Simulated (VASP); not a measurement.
# TePb (Fm-3m) in VASP: notebook

One crystal, TePb, is run at these levels: PBE; tasks: single point.

All numbers are computed with VASP 6.6.1; they aren't measurements. Logs are shortened: lines on timing, memory, paths and dates and some standing lists are left out, and cuts for length are marked.

### 1 The structure

Symmetry: Fm-3m, No. 225, cubic system. The conventional cell has a = 6.462 Å, b = 6.462 Å, c = 6.462 Å, α = 90.00°, β = 90.00°, γ = 90.00°. Pb (site symmetry m-3m) has 6 Te at 3.23 Å as nearest neighbours. Te (site symmetry m-3m) is surrounded by 6 Pb at 3.23 Å.

### 2 Single point, PBE

File INCAR:

```
SYSTEM = TePb
ADDGRID = .False.
ALGO = Normal
EDIFF = 1E-7
ENCUT = 340
GGA = PE
ISIF = 2
ISMEAR = 0
LASPH = .True.
LCHARG = .False.
LREAL = .False.
LWAVE = .False.
NELM = 100
PREC = Accurate
SIGMA = 0.05
```

File KPOINTS:

```
k-points
0
Gamma
  8 8 8
  0 0 0
```

File POSCAR:

```
TePb
1.0
    0.0000000000      3.2310000000      3.2310000000
    3.2310000000      0.0000000000      3.2310000000
    3.2310000000      3.2310000000      0.0000000000
Pb Te
1 1
Direct
    0.0000000000      0.0000000000      0.0000000000
    0.5000000000      0.5000000000      0.5000000000
```

Potentials or basis: VASP PAW PBE potentials, release 64 (Pb_d, Te).

Launch:

```
cat potpaw_PBE.64/Pb_d/POTCAR potpaw_PBE.64/Te/POTCAR > POTCAR
mpirun -np 1 vasp_std > vasp.out
```

OUTCAR:

```text
SYSTEM = TePb
   EDIFF = 1E-7
   ENCUT = 340
   GGA = PE
   ISIF = 2
   ISMEAR = 0
   LASPH = .True.
   LREAL = .False.
   NELM = 100
   PREC = Accurate

 Found     29 irreducible k-points:

 Following reciprocal coordinates:
            Coordinates               Weight
  0.000000  0.000000  0.000000      1.000000
  0.125000  0.000000  0.000000      8.000000
  0.250000  0.000000  0.000000      8.000000
  0.375000  0.000000  0.000000      8.000000
  0.500000  0.000000  0.000000      4.000000
  0.125000  0.125000  0.000000      6.000000
   k-points           NKPTS =     29   k-points in BZ     NKDIM =     29   number of bands    NBANDS=     14
   number of dos      NEDOS =    301   number of ions     NIONS =      2
   total plane-waves  NPLWV =  21952
   dimension x,y,z NGX =    28 NGY =   28 NGZ =   28
   dimension x,y,z NGXF=    56 NGYF=   56 NGZF=   56
   ions per type =               1   1
   NGX,Y,Z   is equivalent  to a cutoff of  10.19, 10.19, 10.19 a.u.
   NGXF,Y,Z  is equivalent  to a cutoff of  20.37, 20.37, 20.37 a.u.
 SYSTEM =  TePb
   PREC   = accura    normal or accurate (medium, high low for compatibility)
   ISTART =      0    job   : 0-new  1-cont  2-samecut
   ICHARG =      2    charge: 1-file 2-atom 10-const
   ISPIN  =      1    spin polarized calculation?
   LNONCOLLINEAR =      F non collinear calculations
   LSORBIT =      F    spin-orbit coupling
   LASPH  =      T    aspherical Exc in radial PAW
   ENCUT  =  340.0 eV  24.99 Ry    5.00 a.u.   6.87  6.87  6.87*2*pi/ulx,y,z
   NELM   =    100;   NELMIN=  2; NELMDL= -5     # of ELM steps
   EDIFF  = 0.1E-06   stopping-criterion for ELM
   LREAL  =      F    real-space projection
   EDIFFG = 0.1E-05   stopping-criterion for IOM
   NSW    =      0    number of steps for IOM
   IBRION =     -1    ionic relax: 0-MD 1-quasi-New 2-CG
   NFREE  =      0    steps in history (QN), initial steepest desc. (CG)
   ISIF   =      2    stress and relaxation
   ISYM   =      2    0-nonsym 1-usesym 2-fastsym
   POTIM  = 0.5000    time-step for ionic-motion
   TEBEG  =    0.0;   TEEND  =   0.0 temperature during run
   PSTRESS=    0.0 pullay stress
   NELECT =      20.0000    total number of electrons
   NUPDOWN=      -1.0000    fix difference up-down
   EMIN   =  10.00;   EMAX   =-10.00  energy-range for DOS
   EFERMI =   0.00;   METHOD = LEGACY
   ISMEAR =     0;   SIGMA  =   0.05  broadening in eV -4-tet -1-fermi 0-gaus
   EFERMI_NEDOS =   21; number of points for ismear=-14 and -15
   IALGO  =     38    algorithm
   IMIX   =      4    mixing-type and parameters
     AMIX     =   0.40;   BMIX     =  1.00
     AMIX_MAG =   1.60;   BMIX_MAG =  1.00
  volume/ion in A,a.u.               =      33.73       227.62
  Fermi-wavevector in a.u.,A,eV,Ry     =   1.091619  2.062861 16.213147  1.191633
  Thomas-Fermi vector in A             =   2.227868
   LORBIT       =      0    0 simple, 1 ext, 2 COOP (PROOUT), +10 PAW based schemes
   GGA     = PE    functional components
   LHFCALC =     F    Hartree Fock is set to
   AEXX    =    0.0000 exact exchange contribution
   IVDW    =     0    specifies the selected vdW correction
   LEPSILON=     F    determine dielectric tensor
   LRPA    =     F    only Hartree local field effects (RPA)
 non-spin polarized calculation
 Gauss-broadening in eV      SIGMA  =   0.05
  energy-cutoff  :      340.00
  volume of cell :       67.46
 maximum number of plane-waves:       982
   NGX = 13   NGY = 13   NGZ = 13

 number of electron      20.0000014 magnetization

 Free energy of the ion-electron system (eV)
  ---------------------------------------------------
  ext. energy  EPLUGINS =         0.00000000
  ---------------------------------------------------
  free energy    TOTEN  =        -7.49916235 eV

  energy without entropy =       -7.49916235  energy(sigma->0) =       -7.49916235

 E-fermi :   5.8680     XC(G=0):  -9.3004

 val. band max:        5.6256465368   @ k =   0.5000   0.0000   0.0000
 cond. band min:       6.3609511866   @ k =   0.5000   0.0000   0.0000
 fundamental gap:      0.7353046498
 Fermi energy:         5.8680362333

 k-point     1 :       0.0000    0.0000    0.0000
  band No.  band energies     occupation
      1     -11.0912      2.00000
      2     -11.0912      2.00000
      3     -11.0816      2.00000
      4     -11.0816      2.00000
      5     -11.0816      2.00000
      6      -6.3939      2.00000
      7       0.0288      2.00000
      8       4.2785      2.00000
      9       4.2785      2.00000
     10       4.2785      2.00000
     11       9.7025      0.00000
     12       9.7025      0.00000
     13       9.7025      0.00000
     14      11.4214      0.00000

 k-point     2 :       0.1250    0.0000    0.0000
  band No.  band energies     occupation
      1     -11.0931      2.00000
      2     -11.0931      2.00000
      3     -11.0813      2.00000
      4     -11.0795      2.00000
      5     -11.0795      2.00000
      6      -6.2599      2.00000
      7      -0.4080      2.00000
      8       4.3184      2.00000
      9       4.3184      2.00000
     10       4.5223      2.00000
     11       8.9267      0.00000
     12       9.1051      0.00000
     13       9.1051      0.00000
     14      11.2648      0.00000

 k-point     3 :       0.2500    0.0000    0.0000
  band No.  band energies     occupation
      1     -11.0980      2.00000
      2     -11.0980      2.00000
      3     -11.0805      2.00000
      4     -11.0735      2.00000
      5     -11.0735      2.00000
      6      -5.8744      2.00000
      7      -1.3873      2.00000
      8       4.4421      2.00000
      9       4.4421      2.00000
     10       4.9713      2.00000
     11       7.7482      0.00000
     12       8.0765      0.00000
     13       8.0765      0.00000
     14      11.5813      0.00000

 k-point     4 :       0.3750    0.0000    0.0000
  band No.  band energies     occupation
      1     -11.1035      2.00000
      2     -11.1035      2.00000
      3     -11.0794      2.00000
      4     -11.0672      2.00000
      5     -11.0672      2.00000
      6      -5.3194      2.00000
      7      -2.4236      2.00000
      8       4.6273      2.00000
      9       4.6273      2.00000
     10       5.3733      2.00000
     11       6.8129      0.00000
     12       7.2378      0.00000
     13       7.2378      0.00000
     14      12.6743      0.00000

 k-point     5 :       0.5000    0.0000    0.0000
  band No.  band energies     occupation
      1     -11.1059      2.00000
      2     -11.1059      2.00000
      3     -11.0795      2.00000
      4     -11.0647      2.00000
      5     -11.0647      2.00000
      6      -4.9582      2.00000
      7      -2.9629      2.00000
      8       4.7370      2.00000
      9       4.7370      2.00000
     10       5.6256      2.00000
     11       6.3610      0.00000
     12       6.8969      0.00000
     13       6.8969      0.00000
     14      14.0177      0.00000

 k-point     6 :       0.1250    0.1250    0.0000
  band No.  band energies     occupation
      1     -11.0972      2.00000
      2     -11.0897      2.00000
      3     -11.0832      2.00000
      4     -11.0781      2.00000
      5     -11.0781      2.00000
      6      -6.2154      2.00000
      7      -0.4708      2.00000
      8       4.0184      2.00000
      9       4.0184      2.00000
     10       5.0860      2.00000
     11       7.8571      0.00000
     12       9.7398      0.00000
     13       9.7398      0.00000
     14      10.6060      0.00000

 [... further k-points ...]

------------------------ aborting loop because EDIFF is reached ----------------------------------------

  FORCE on cell =-STRESS in cart. coord.  units (eV):
  Direction    XX          YY          ZZ          XY          YZ          ZX
  --------------------------------------------------------------------------------------
  -------------------------------------------------------------------------------------
  Total        0.7656071      0.7656071      0.7656071      0.0000000      0.0000000      0.0000000
  in kB       18.1834231     18.1834231     18.1834231      0.0000000      0.0000000      0.0000000
  external PRESSURE =      18.1834231 kB  Pullay stress =       0.0000000 kB

 VOLUME and BASIS-vectors are now :
 -----------------------------------------------------------------------------
  energy-cutoff  :      340.00
  volume of cell :       67.46
      direct lattice vectors                 reciprocal lattice vectors
     0.000000000  3.231000000  3.231000000    -0.154750851  0.154750851  0.154750851
     3.231000000  0.000000000  3.231000000     0.154750851 -0.154750851  0.154750851
     3.231000000  3.231000000  0.000000000     0.154750851  0.154750851 -0.154750851

 POSITION                                       TOTAL-FORCE (eV/Angst)
 -----------------------------------------------------------------------------------
      0.00000      0.00000      0.00000         0.000000      0.000000     -0.000000
      3.23100      3.23100      3.23100        -0.000000      0.000000      0.000000
 -----------------------------------------------------------------------------------
    total drift:                               -0.000000      0.000000      0.000000

  FREE ENERGIE OF THE ION-ELECTRON SYSTEM (eV)
  ---------------------------------------------------
  free  energy   TOTEN  =        -7.4991623460 eV

  energy  without entropy=       -7.4991623460  energy(sigma->0) =       -7.49916235
```

It took 15 s on 1 thread of Intel Xeon Platinum 8488C (Sapphire Rapids), shared host; peak memory 0.16 GiB.

These settings aren't checked as converged: the numbers below hold their error.

What came out:

```yaml
Free_energy: -7.4992 eV
Pressure: 1.8 GPa
Band_gap_on_the_k_mesh: 0.74 eV, direct
```

Caveat: spin-orbit coupling is left out, which as a rule narrows the gap of such compounds by several tenths of an eV.

### 3 Single point, PBE

INCAR is that of step 2.

KPOINTS is that of step 2.

File POSCAR:

```
TePb
1.0
    0.0000000000      3.2310000000      3.2310000000
    3.2310000000      0.0000000000      3.2310000000
    3.2310000000      3.2310000000      0.0000000000
Pb Te
1 1
Direct
   -0.0068530000      0.0005720000     -0.0056850000
    0.5279490000      0.4690950000      0.5208160000
```

Potentials or basis: VASP PAW PBE potentials, release 64 (Pb_d, Te).

Launch:

```
cat potpaw_PBE.64/Pb_d/POTCAR potpaw_PBE.64/Te/POTCAR > POTCAR
mpirun -np 1 vasp_std > vasp.out
```

OUTCAR:

```text
SYSTEM = TePb
   EDIFF = 1E-7
   ENCUT = 340
   GGA = PE
   ISIF = 2
   ISMEAR = 0
   LASPH = .True.
   LREAL = .False.
   NELM = 100
   PREC = Accurate

 Found    260 irreducible k-points:

 Following reciprocal coordinates:
            Coordinates               Weight
  0.000000  0.000000  0.000000      1.000000
  0.125000  0.000000  0.000000      2.000000
  0.000000  0.125000  0.000000      2.000000
  0.000000  0.000000  0.125000      2.000000
  0.125000  0.125000  0.125000      2.000000
[... 179 lines left out ...]
------------------------ aborting loop because EDIFF is reached ----------------------------------------

  FORCE on cell =-STRESS in cart. coord.  units (eV):
  Direction    XX          YY          ZZ          XY          YZ          ZX
  --------------------------------------------------------------------------------------
  -------------------------------------------------------------------------------------
  Total        0.7542230      1.4034833      0.7519141     -0.0074630      0.0049148     -0.0003541
  in kB       17.9130487     33.3331969     17.8582117     -0.1772491      0.1167282     -0.0084108
  external PRESSURE =      23.0348191 kB  Pullay stress =       0.0000000 kB

 VOLUME and BASIS-vectors are now :
 -----------------------------------------------------------------------------
  energy-cutoff  :      340.00
  volume of cell :       67.46
      direct lattice vectors                 reciprocal lattice vectors
     0.000000000  3.231000000  3.231000000    -0.154750851  0.154750851  0.154750851
     3.231000000  0.000000000  3.231000000     0.154750851 -0.154750851  0.154750851
     3.231000000  3.231000000  0.000000000     0.154750851  0.154750851 -0.154750851

 POSITION                                       TOTAL-FORCE (eV/Angst)
 -----------------------------------------------------------------------------------
      3.21448      6.42149      3.21071        -0.014895      0.242049      0.009737
      3.19840      3.38856      3.22145         0.014895     -0.242049     -0.009737
 -----------------------------------------------------------------------------------
    total drift:                               -0.000275      0.000115     -0.000251

  FREE ENERGIE OF THE ION-ELECTRON SYSTEM (eV)
  ---------------------------------------------------
  free  energy   TOTEN  =        -7.4807998781 eV

  energy  without entropy=       -7.4807998781  energy(sigma->0) =       -7.48079988
```

stdout:

```text
POSCAR found type information on POSCAR PbTe
 POSCAR found :  2 types and       2 ions
 scaLAPACK will be used
 LDA part: xc-table for (Slater+PW92), standard interpolation
 POSCAR, INCAR and KPOINTS ok, starting setup
 FFT: planning ... GRIDC
 FFT: planning ... GRID_SOFT
 FFT: planning ... GRID
 WAVECAR not read
 entering main loop
```

It took 1.9 min on 1 thread of Intel Xeon Platinum 8488C (Sapphire Rapids), shared host; peak memory 0.27 GiB.

These settings aren't checked as converged: the numbers below hold their error.

Results:

```
Free energy            : -7.4808 eV
Pressure               : 2.3 GPa
Largest force          : 0.243 eV/Å
Band gap on the k mesh : 0.90 eV, direct
```

Caveat: spin-orbit coupling is left out, which as a rule narrows the gap of such compounds by several tenths of an eV.

### 4 For comparison

An earlier run on the cell as given: functional PBEsol; potentials or basis VASP PAW PBE potentials, release 64 (Pb_d, Te); cutoff 520 eV; k mesh 7 × 7 × 7; occupations fermi-dirac, width 0.05 eV; no spin polarisation.

* Pressure: -0.4 GPa
